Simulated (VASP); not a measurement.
**BN: band structure with PW91**

**Experimental background.**

A printed reference work, monograph reports, for a bulk crystal of BN at 300 K: band gap 6.4 eV (indirect).

Crystal: BN.

```
CELL_PARAMETERS angstrom
0.00000 1.81300 1.81300
1.81300 0.00000 1.81300
1.81300 1.81300 0.00000
ATOMIC_POSITIONS crystal
N 0.25000 0.25000 0.25000
B 0.00000 0.00000 0.00000
```

The cell is a database's computed one.

```json
{"Program": "VASP 6.6.1", "Task": "band structure", "Functional": "PW91", "Potentials or basis": "VASP PAW PBE potentials, release 64 (N, B)", "Cutoff": "520 eV", "k mesh": "13 × 13 × 13", "Occupations": "fermi-dirac, width 0.05 eV", "Spin": "no spin polarisation", "Further INCAR settings": "ALGO = Normal; EDIFF = 1e-06"}
```

```yaml
Band_gap_on_the_k_mesh: 4.57 eV, indirect (least direct gap 8.80 eV)
Band_gap_along_the_path: 4.50 eV, indirect (least direct gap 8.80 eV)
```

Levels at the corners of the path, in eV from the valence-band top:
```tsv
point	band 2	band 3	band 4	band 5	band 6	band 7
Γ	0.00	0.00	0.00	8.80	8.80	8.80
X	-8.83	-4.84	-4.84	4.50	9.21	17.77
X	-8.83	-4.84	-4.84	4.50	9.21	17.77
W	-7.52	-6.87	-6.42	9.58	13.23	14.47
W	-7.52	-6.87	-6.42	9.58	13.23	14.47
K	-8.05	-7.56	-4.03	6.92	12.81	15.71
K	-8.05	-7.56	-4.03	6.92	12.81	15.71
Γ	0.00	0.00	0.00	8.80	8.80	8.80
Γ	0.00	0.00	0.00	8.80	8.80	8.80
L	-10.57	-1.92	-1.92	10.06	10.68	10.68
L	-10.57	-1.92	-1.92	10.06	10.68	10.68
U	-8.05	-7.56	-4.03	6.92	12.81	15.71
U	-8.05	-7.56	-4.03	6.92	12.81	15.71
W	-7.52	-6.87	-6.42	9.58	13.23	14.47
W	-7.52	-6.87	-6.42	9.58	13.23	14.47
L	-10.57	-1.92	-1.92	10.06	10.68	10.68
L	-10.57	-1.92	-1.92	10.06	10.68	10.68
K	-8.05	-7.56	-4.03	6.92	12.81	15.71
U	-8.05	-7.56	-4.03	6.92	12.81	15.71
X	-8.83	-4.84	-4.84	4.50	9.21	17.77
```

It took 12 s on 1 thread of Intel(R) Xeon(R) Platinum 8259CL CPU @ 2.50GHz (Skylake/Cascade Lake), with other jobs on the host, peak memory 0.12 GiB.

Against the measured gap of BN, 6.4 eV (indirect; 300 K; a printed reference work, monograph), the calculated 4.50 eV is off by -1.90 eV. The value is that of PW91, without temperature or zero-point motion. Semilocal functionals fall short of measured gaps as a rule. The cell is a database's relaxed one, not the measured one, which moves gaps too.

Caveat: the log is that of the step along the path at fixed density, whose energy, stress, charges and moments have no meaning.
